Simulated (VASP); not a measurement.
# BaTiO3 (Pm-3m) in VASP: notebook, part 2 of 2

VASP 6.6.1.

## 3. Relaxation of cell and atoms, LDA

This run uses another cell than the first one, of 12.33 Å³/atom, 0.959 times its volume.

INCAR

```
ALGO = Normal
EDIFF = 1E-7
EDIFFG = -0.005
ENCUT = 600
GGA = CA
IBRION = 2
ISIF = 3
ISMEAR = 0
LASPH = T
LCHARG = F
LREAL = F
LWAVE = F
NELM = 80
NSW = 90
PREC = Accurate
SIGMA = 0.03
```

KPOINTS

```
k-points
0
Gamma
  8 8 8
```

POSCAR

```
BaTiO3                                  
1.0
    3.9502115929     -0.0000000000      0.0000000000
    0.0000000000      3.9502115929      0.0000000000
   -0.0000000000     -0.0000000000      3.9502115929
  Ba              Ti              O             
     1     1     3
Direct
     0.5000000000000000    0.5000000000000000    0.5000000000000000
     0.0000000000000000    0.0000000000000000    0.0000000000000000
     0.5000000000000000    0.0000000000000000    0.0000000000000000
     0.0000000000000000    0.5000000000000000    0.0000000000000000
     0.0000000000000000    0.0000000000000000    0.5000000000000000
```

Potentials or basis: VASP PAW LDA potentials, release 64 (Ba_sv, Ti_sv, O).

Launch:

```console
$ cat potpaw_LDA.64/Ba_sv/POTCAR potpaw_LDA.64/Ti_sv/POTCAR potpaw_LDA.64/O/POTCAR > POTCAR
$ mpirun -np 1 vasp_std > vasp.out
```

OUTCAR:

```text
EDIFF = 1E-7
   EDIFFG = -0.005
   ENCUT = 600
   GGA = CA
   IBRION = 2
   ISIF = 3
   ISMEAR = 0
   LASPH = T
   LREAL = F
   NELM = 80
   NSW = 90
   PREC = Accurate

 ion  position               nearest neighbor table
   1  0.500  0.500  0.500-   3 2.79   4 2.79   5 2.79   3 2.79   4 2.79   3 2.79   5 2.79   3 2.79
                             4 2.79   5 2.79   4 2.79   5 2.79   2 3.42   2 3.42   2 3.42   2 3.42
   2  0.000  0.000  0.000-   3 1.98   4 1.98   5 1.98   5 1.98   4 1.98   3 1.98   1 3.42   1 3.42
                             1 3.42   1 3.42   1 3.42   1 3.42   1 3.42   1 3.42
   3  0.500  0.000  0.000-   2 1.98   2 1.98   1 2.79   1 2.79   1 2.79   1 2.79
   4  0.000  0.500  0.000-   2 1.98   2 1.98   1 2.79   1 2.79   1 2.79   1 2.79
[... 857 lines left out ...]
  Total       -0.0090606     -0.0090606     -0.0090606      0.0000000      0.0000000     -0.0000000
  in kB       -0.2355091     -0.2355091     -0.2355091      0.0000000      0.0000000     -0.0000000
  external PRESSURE =      -0.2355091 kB  Pullay stress =       0.0000000 kB

 VOLUME and BASIS-vectors are now :
 -----------------------------------------------------------------------------
  energy-cutoff  :      600.00
  volume of cell :       61.64
      direct lattice vectors                 reciprocal lattice vectors
     3.950211593  0.000000000  0.000000000     0.253150996  0.000000000  0.000000000
     0.000000000  3.950211593  0.000000000     0.000000000  0.253150996  0.000000000
     0.000000000  0.000000000  3.950211593     0.000000000  0.000000000  0.253150996

 POSITION                                       TOTAL-FORCE (eV/Angst)
 -----------------------------------------------------------------------------------
      1.97511      1.97511      1.97511         0.000000      0.000000      0.000000
      0.00000      0.00000      0.00000         0.000000      0.000000      0.000000
      1.97511      0.00000      0.00000         0.000000      0.000000      0.000000
      0.00000      1.97511      0.00000         0.000000      0.000000      0.000000
      0.00000      0.00000      1.97511         0.000000      0.000000      0.000000
 -----------------------------------------------------------------------------------
    total drift:                                0.000000      0.000000     -0.000000

  FREE ENERGIE OF THE ION-ELECTRON SYSTEM (eV)
  ---------------------------------------------------
  free  energy   TOTEN  =       -44.1631883876 eV

  energy  without entropy=      -44.1631883876  energy(sigma->0) =      -44.16318839

 reached required accuracy - stopping structural energy minimisation
```

CONTCAR:

```text
BaTiO3
   1.00000000000000
     3.9502115929000001    0.0000000000000000    0.0000000000000000
     0.0000000000000000    3.9502115929000001    0.0000000000000000
     0.0000000000000000    0.0000000000000000    3.9502115929000001
  Ba              Ti              O
     1     1     3
Direct
     0.5000000000000000    0.5000000000000000    0.5000000000000000
     0.0000000000000000    0.0000000000000000    0.0000000000000000
     0.5000000000000000    0.0000000000000000    0.0000000000000000
     0.0000000000000000    0.5000000000000000    0.0000000000000000
     0.0000000000000000    0.0000000000000000    0.5000000000000000

  0.00000000E+00  0.00000000E+00  0.00000000E+00
  0.00000000E+00  0.00000000E+00  0.00000000E+00
  0.00000000E+00  0.00000000E+00  0.00000000E+00
  0.00000000E+00  0.00000000E+00  0.00000000E+00
  0.00000000E+00  0.00000000E+00  0.00000000E+00
```

Run time: 50 s. Hardware: 1 thread of Intel Xeon Platinum 8488C (Sapphire Rapids), shared host; peak memory 0.2 GiB.

Results:

| Quantity | Value |
| --- | --- |
| Free energy | -44.1632 eV |
| Pressure after relaxing | 0.0 GPa |
| Band gap on the k mesh | 1.73 eV, indirect (least direct gap 1.83 eV) |

Final structure:
```
Ba Ti O
1.0
     3.95021    0.00000    0.00000
     0.00000    3.95021    0.00000
     0.00000    0.00000    3.95021
Ba Ti O
1 1 3
Cartesian
  1.9751 1.9751 1.9751
  0.0000 0.0000 0.0000
  1.9751 0.0000 0.0000
  0.0000 1.9751 0.0000
  0.0000 0.0000 1.9751
```

Levels at points of the mesh, in eV from the valence-band top:
```tsv
k point	band 16	band 17	band 18	band 19	band 20	band 21	band 22	band 23	band 24
(0.00, 0.00, 0.00)	-1.18	-1.18	-0.10	-0.10	-0.10	1.73	1.73	1.73	4.21
(0.50, 0.00, 0.00)	-2.04	-1.91	-1.91	-0.72	-0.72	1.91	3.66	3.66	4.23
(0.50, 0.50, 0.00)	-2.90	-1.71	-0.84	-0.84	-0.10	3.67	3.67	4.09	5.13
(0.50, 0.50, 0.50)	-2.39	-2.39	0.00	0.00	0.00	4.39	4.39	4.39	6.84
```

Caveat: the relaxation stopped at its first step, so nothing moved; spin-orbit coupling is left out, which moves the levels of the heavy elements. A k mesh can miss the band edges.

## 4. Relaxation of cell and atoms, PBE

INCAR

```
ALGO     = Normal         # electronic algorithm
EDIFF    = 1E-6           # SCF threshold, eV
EDIFFG   = -0.01          # ionic threshold
ENCUT    = 600            # plane-wave cutoff, eV
GGA      = PE             # functional
IBRION   = 2              # ionic algorithm
ISIF     = 3              # what is computed and relaxed
ISMEAR   = 0              # smearing method
LASPH    = True           # aspherical terms in the spheres
LCHARG   = False          # write CHGCAR
LREAL    = False          # projectors in reciprocal space
LWAVE    = False          # write WAVECAR
NELM     = 80             # most SCF steps
NSW      = 90             # ionic steps
PREC     = Accurate       # precision mode
SIGMA    = 0.03           # smearing width, eV
```

KPOINTS is that of step 3.

POSCAR

```
BaTiO3
1.0
    4.0060000000      0.0000000000      0.0000000000
    0.0000000000      4.0060000000      0.0000000000
    0.0000000000      0.0000000000      4.0060000000
Ba Ti O
1 1 3
Direct
    0.5000000000      0.5000000000      0.5000000000
    0.0000000000      0.0000000000      0.0000000000
    0.5000000000      0.0000000000      0.0000000000
    0.0000000000      0.5000000000      0.0000000000
    0.0000000000      0.0000000000      0.5000000000
```

Potentials or basis: VASP PAW PBE potentials, release 64 (Ba_sv, Ti_sv, O).

Launch:

```console
$ cat potpaw_PBE.64/Ba_sv/POTCAR potpaw_PBE.64/Ti_sv/POTCAR potpaw_PBE.64/O/POTCAR > POTCAR
$ mpirun -np 1 vasp_std > vasp.out
```

Wall time 2.3 min (1 thread of Intel Xeon Platinum 8488C (Sapphire Rapids), shared host); peak memory 0.23 GiB.

It converged, with:

```
Free energy                            : -39.9900 eV
Relaxed volume                         : 13.11 Å³/atom
Relaxed cell                           : a = 4.032 Å, b = 4.032 Å, c = 4.032 Å, α = 90.00°, β = 90.00°, γ = 90.00°
Space group after relaxing (to 0.05 Å) : Pm-3m (No. 221)
Energy gained by relaxing              : 2.5 meV/atom
Ionic steps                            : 3
Pressure after relaxing                : 0.0 GPa
Band gap on the k mesh                 : 1.70 eV, indirect (least direct gap 1.87 eV)
```

Step by step:
| step | energy change (eV) | largest force (eV/Å) | pressure (GPa) | volume (Å³) |
| --- | --- | --- | --- | --- |
| 1 | 0.0000 | 0.0000 | 3.27 | 64.29 |
| 2 | -0.0016 | 0.0000 | -2.84 | 66.76 |
| 3 | -0.0125 | 0.0000 | 0.00 | 65.55 |

Final structure:
```
Ba Ti O
1.0
     4.03195    0.00000    0.00000
     0.00000    4.03195    0.00000
     0.00000    0.00000    4.03195
Ba Ti O
1 1 3
Direct
  0.50000 0.50000 0.50000
  0.00000 0.00000 0.00000
  0.50000 0.00000 0.00000
  0.00000 0.50000 0.00000
  0.00000 0.00000 0.50000
```

Levels at points of the mesh, in eV from the valence-band top:
```tsv
k point	band 16	band 17	band 18	band 19	band 20	band 21	band 22	band 23	band 24
(0.00, 0.00, 0.00)	-1.06	-1.06	-0.17	-0.17	-0.17	1.70	1.70	1.70	3.75
(0.50, 0.00, 0.00)	-1.86	-1.80	-1.80	-0.71	-0.71	1.85	3.38	3.38	3.76
(0.50, 0.50, 0.00)	-2.61	-1.73	-0.88	-0.88	-0.09	3.38	3.38	3.79	4.58
(0.50, 0.50, 0.50)	-2.41	-2.41	0.00	0.00	0.00	4.02	4.02	4.02	6.63
```

Caveat: spin-orbit coupling is left out, which moves the levels of the heavy elements.
